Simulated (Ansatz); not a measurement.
# Molecular dynamics of WC

input.yaml

```yaml
accuracy: low
crystal:
  lattice:
    - [-2.950081, -5.10969, 0.0]
    - [4.425122, -2.554845, 0.0]
    - [0.0, 0.0, 5.791504]
  atoms:
    - { symbol: W, position: [0.72857154, 0.53462651, -0.02087899] }
    - { symbol: C, position: [0.50176034, 0.68364033, 0.25135467] }
    - { symbol: W, position: [0.72710198, 0.48834437, 0.50416518] }
    - { symbol: C, position: [0.44066395, 0.68672171, 0.73752246] }
    - { symbol: W, position: [0.47120286, 0.01891989, -0.03846578] }
    - { symbol: C, position: [0.23529195, 0.18678001, 0.23227191] }
    - { symbol: W, position: [0.47673813, 0.01683307, 0.4944358] }
    - { symbol: C, position: [0.24133664, 0.19410377, 0.77806523] }
    - { symbol: W, position: [0.23021965, 0.52589589, -0.01404007] }
    - { symbol: C, position: [-0.0023394, 0.68892153, 0.22957325] }
    - { symbol: W, position: [0.20964855, 0.51878481, 0.47120043] }
    - { symbol: C, position: [0.01315435, 0.72018165, 0.73672089] }
    - { symbol: W, position: [-0.0102621, 0.02443693, -0.00176577] }
    - { symbol: C, position: [0.72868338, 0.19085123, 0.26378118] }
    - { symbol: W, position: [-0.01279868, 0.03121862, 0.4826212] }
    - { symbol: C, position: [0.73914624, 0.17188143, 0.75905656] }
basis:
  ecutwfc: 420.0
kpoints:
  mp_grid: { grid: [2, 2, 2] }
hamiltonian:
  xc: pbe
  dispersion: d3bj
  pseudopotentials: { kind: paw, azcp: { folder: soft_1 } }
scf:
  occupations: { method: fermi_dirac, width: 0.17 }
  lower_state_search: "off"
md:
  timestep: 1.5
  n_steps: 130
  ensemble: npt_langevin
  temperature: 1400.0
  initial_velocities: maxwell_boltzmann
  seed: 144432
  friction: 0.01
  pressure: 0.0
  fix_cell: []
```

Launched with:

```bash
$ ansatz run input.yaml --threads 1 --pin off --max-ram 3072MiB --backend cpu --events-out ev --progress --plain --runs-dir out
```

It goes on from the last frame of an earlier run, with new velocities.

Output, in part (step lines):

```
md step     0: t =     0.00 fs  T =  1312.5 K  F+E_penalty+E_count = -85100.16639113 eV  E_kin = 2.714460 eV  conserved = -85098.07475020 eV  P_inst = -8.7988 GPa  V = 174.6023 Å³  selection 1  (9 SCF iters)
[... lines left out ...]
```

The steps, from the saved trajectory:

```
time (fs)  T (K)  potential energy less start (eV)  conserved less start (meV/atom)  P (GPa)  volume (Å³)
        0   1312                             0.000                             0.00     -8.8        174.6
        6   1374                             0.310                             0.20     -7.4        174.3
       12   1391                            -0.150                             0.20     -8.0        174.1
       18   1810                            -1.240                            -0.14     -9.1        173.6
       24   1940                            -1.766                            -0.39     -7.4        172.6
       30   1357                            -0.770                             0.12     -2.5        171.5
       36   1066                             0.047                             0.44      2.0        170.1
       42   1360                            -0.400                             0.13      2.9        169.2
       48   1721                            -0.725                            -0.29      3.9        168.6
       54   1332                            -0.208                             0.12      5.6        168.4
       60   1221                             0.027                             0.30      6.1        168.5
       66   1253                            -0.453                             0.14      3.7        168.8
       72   1633                            -1.265                            -0.04      0.4        169.3
       78   1546                            -1.291                             0.10     -1.6        169.9
       84   1376                            -1.029                             0.21     -1.7        170.1
       90   1382                            -0.702                             0.07     -0.7        169.8
       96   1391                            -0.583                             0.22      0.7        169.3
      102   1704                            -0.856                            -0.09      1.5        168.9
      108   1578                            -0.722                            -0.02      2.7        168.8
      114   1182                            -0.202                             0.31      4.2        168.6
      120   1076                            -0.065                             0.37      3.7        168.8
      126   1235                            -0.394                             0.23      0.9        169.4
      132   1789                            -1.008                            -0.09     -1.8        170.1
      138   1856                            -1.033                            -0.24     -3.1        171.0
      144   1338                             0.023                             0.22     -1.2        171.6
      150   1213                             0.451                             0.28     -0.4        171.9
      156   1701                            -0.336                            -0.07     -3.8        172.5
      162   2110                            -0.900                            -0.25     -6.7        173.1
      168   1861                            -0.602                            -0.13     -6.2        173.2
      174   1827                             0.223                            -0.20     -3.0        173.0
      180   1335                             1.075                             0.23     -0.4        172.7
      186   1308                             0.965                             0.16     -0.2        172.4
      192   1655                             0.260                            -0.20     -2.6        172.6
```

All steps were run. The conserved energy stayed within 0.52 meV per atom of its start (net change -0.26 meV per atom), so the integration is sound. The mean temperature of the second half is 12 % above the set value. A run of 0.2 ps of so small a system gives no equilibrium averages. Limits of this set-up: coarse k mesh, low accuracy level. The cell's volume went from 175 to 173 Å³.

Mean squared displacements from the first frame to the last, about the centre of mass, the cell's change included: W 0.03 Å², C 0.10 Å².

Last frame:

```xyz
16
Lattice="-3.0440 -5.1326 -0.1079 4.4740 -2.5132 0.0646 0.1163 0.0552 5.6468" Properties=species:S:1:pos:R:3
W 0.166 -5.103 0.002
C 1.483 -4.173 1.361
W 0.028 -5.157 2.700
C 1.813 -4.510 4.161
W -1.488 -2.743 -0.094
C 0.243 -1.780 1.209
W -1.166 -2.641 2.751
C 0.169 -1.892 4.168
W 1.702 -2.749 -0.120
C 3.233 -1.666 1.443
W 1.651 -2.588 2.750
C 3.257 -1.619 4.290
W 0.176 -0.095 -0.120
C -1.337 -4.361 1.356
W 0.105 -0.031 2.629
C -1.143 -4.245 4.133
```

The run took 17 min on 1 thread of Intel(R) Xeon(R) Platinum 8259CL CPU @ 2.50GHz (Skylake/Cascade Lake) (shared host), peak memory 0.61 GiB.
